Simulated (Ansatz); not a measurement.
Runs of Ansatz 0.2.0 on CoO. Symmetry: Fm-3m, No. 225, cubic system. Conventional cell: a = 4.263 Å, b = 4.263 Å, c = 4.263 Å, α = 90.00°, β = 90.00°, γ = 90.00°. Co (site symmetry m-3m) has 6 O at 2.13 Å as nearest neighbours. O (site symmetry m-3m) has 6 Co at 2.13 Å as nearest neighbours. 

```csv
potentials or basis,cutoff (eV),basis error allowed,pressure (GPa),moment (μB)
all-electron PAW datasets made for the crystal,400,-,-10.8,2.96
"all-electron LAPW, inner shells corrected to Dirac's equation",360,0.001 eV/atom,-10.8,2.96
"all-electron LAPW, scalar-relativistic",360,0.001 eV/atom,-10.8,2.96
"all-electron LAPW, non-relativistic",360,0.001 eV/atom,-9.9,(a)
```

Alike in all rows: task band structure; level PBEsol; spin collinear, ferromagnetic start; cell as given; k mesh 11 × 11 × 11; smearing fermi-dirac 0.05 eV.

Estimate the missing entries.

(a) 2.94.

Caveats: a cell with one magnetic atom can't hold antiferromagnetic order, which such compounds often take.

The runs don't all hold the same shells in valence.
